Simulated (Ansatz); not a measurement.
**AlCu3: under pressure**

One table from this session's results is given with a row withheld; the runs are named, their logs left out.

Computed with Ansatz 0.2.0 (DFT r2SCAN, scalar-relativistic, plane waves, PAW, unless a step's input says otherwise).

**Starting point**

Symmetry: Pmmn, No. 59, orthorhombic system. The conventional cell has a = 4.173 Å, b = 5.107 Å, c = 4.512 Å, α = 90.00°, β = 90.00°, γ = 90.00°. Al (site symmetry mm2) has 12 Cu at 2.55 to 2.60 Å as nearest neighbours. Around Cu (site symmetry mm2) lie 4 Al at 2.55 Å and 8 Cu at 2.58 to 2.60 Å. Cu (site symmetry m) is surrounded by 8 Cu at 2.54 to 2.60 Å and 4 Al at 2.57 to 2.60 Å.

As a file:

```
Al Cu
1.0
     4.17251    0.00000    0.00000
     0.00000    5.10702    0.00000
     0.00000    0.00000    4.51172
Al Cu
2 6
Cartesian
  0.0000 0.0000 2.9827
  2.0863 2.5535 1.5290
  0.0000 2.5535 2.9898
  2.0863 0.0000 1.5219
  0.0000 1.2816 0.7222
  0.0000 3.8255 0.7222
  2.0863 1.2720 3.7895
  2.0863 3.8351 3.7895
```

The structure comes from the Materials Project (structure only).

The first run:

(A quick probe on a coarse mesh, which set the mesh and smearing, is not shown.)

Contents of input.yaml:

```yaml
crystal:
  lattice:
    - [4.1725144, 0.0, 0.0]
    - [0.0, 5.10701746, 0.0]
    - [0.0, 0.0, 4.51171531]
  atoms:
    - { symbol: Al, position: [0.0, 0.0, 0.66111] }
    - { symbol: Al, position: [0.5, 0.5, 0.33889] }
    - { symbol: Cu, position: [0.0, 0.5, 0.66267495] }
    - { symbol: Cu, position: [0.5, 0.0, 0.33732505] }
    - { symbol: Cu, position: [0.0, 0.25094031, 0.16006468] }
    - { symbol: Cu, position: [0.0, 0.74905969, 0.16006468] }
    - { symbol: Cu, position: [0.5, 0.24905969, 0.83993532] }
    - { symbol: Cu, position: [0.5, 0.75094031, 0.83993532] }
basis:
  ecutwfc: 500
kpoints:
  mp_grid: { grid: [8, 8, 8] }
hamiltonian:
  xc: r2scan
scf:
  occupations: { method: gaussian, width: 0.1 }
output:
  forces: true
  stress: true
  eigenvalues: true
  write_density: true
  write_potential: true
  elf: true
  volumetric_format: npy
relax:
  adjacent_minimum: "off"
  f_tol: 0.005
  max_steps: 80
  cell: { stress_tol: 0.05 }
```

Run with:

```
> ansatz run input.yaml --threads 2 --pin off --max-ram 5120MiB --backend cpu --events-out ev --progress --plain --runs-dir out
```

Among the steps run: The relaxation; Target pressure -3 GPa; Relaxing at 3 GPa; Target pressure 8 GPa; 15 GPa.

One of the session's tables, all rows but one given; the rest of the session is left out.

| P (GPa) | V (Å³/atom) | a (Å) | b (Å) | c (Å) | ΔH (eV/atom) |
| --- | --- | --- | --- | --- | --- |
| -3 | 12.30 | 4.216 | 5.168 | 4.516 | -0.228 |
| 0 | 12.05 | 4.188 | 5.130 | 4.485 | 0.000 |
| 3 | 11.82 | 4.162 | 5.097 | 4.457 | 0.223 |
| 8 | ? | ? | ? | ? | ? |
| 15 | 11.10 | 4.078 | 4.987 | 4.366 | 1.080 |

Estimate the missing values for P (GPa) = 8.

Worked estimate for «V (Å³/atom)». A straight line through the neighbours (3, 11.82) and (15, 11.10) gives 11.82 + (11.10 − 11.82) × (8 − 3) / (15 − 3) = 11.52; a parabola fitted to 3 rows on both sides gives 11.48.

**Answer.** V (Å³/atom): 11.49; a (Å): 4.124; b (Å): 5.048; c (Å): 4.416; ΔH (eV/atom): 0.587. In «V (Å³/atom)» the line misses by +0.03 and the parabola by -0.01.

ΔH is E + PV over the energy at zero pressure; a, b and c are the vectors of the computed cell. 
